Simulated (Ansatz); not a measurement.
TiO2 on the sites of tetragonal HfO2 (relaxed group P4_2/nmc) (it has left that coordination) was relaxed with 3 functionals in Ansatz 0.2.0, cell and atoms free, the symmetry of the start kept (meshes: PBE 6×6×6, r2SCAN 8×8×4, PBEsol 8×8×4). (Calculated; spin-unpolarised; the phase may be known or hypothetical.)

The PBE result:
```yaml
crystal:
  lattice:
    - [3.38855, 0.00000, 0.00000]
    - [0.00000, 3.38855, 0.00000]
    - [0.00000, 0.00000, 5.34158]
  atoms:
    - { symbol: Ti, position: [0.50000, 0.50000, 0.50000] }
    - { symbol: Ti, position: [0.00000, 0.00000, 0.00000] }
    - { symbol: O, position: [0.00000, 0.50000, 0.65682] }
    - { symbol: O, position: [0.50000, 0.00000, 0.84318] }
    - { symbol: O, position: [0.50000, 0.00000, 0.34318] }
    - { symbol: O, position: [0.00000, 0.50000, 0.15682] }
```

It is tetragonal, P4_2/nmc (No. 137); a = 3.389 Å, c = 5.342 Å in the conventional setting, 10.22 Å³ an atom. Around Ti lie 4 O at 1.89 Å; around O lie 2 Ti at 1.89 Å.

Question: Order the functionals by the relaxed volume, smallest first.
A. PBEsol
B. PBE
C. r2SCAN

Answer: A (9.67 Å³/atom), C (9.84 Å³/atom), B (10.22 Å³/atom).

Question: How does the cell change with r2SCAN?

Answer: a = 3.367 Å, c = 5.205 Å; the volume differs by -3.8 % from PBE's. Ti has 8 O at 1.88–2.43 Å; O has 4 Ti at 1.88–2.43 Å.

Question: What lattice does PBEsol give?

Answer: a = 3.361 Å, c = 5.134 Å; the volume differs by -5.4 % from PBE's. Ti is surrounded by 8 O at 1.89–2.40 Å; O is surrounded by 4 Ti at 1.89–2.40 Å.
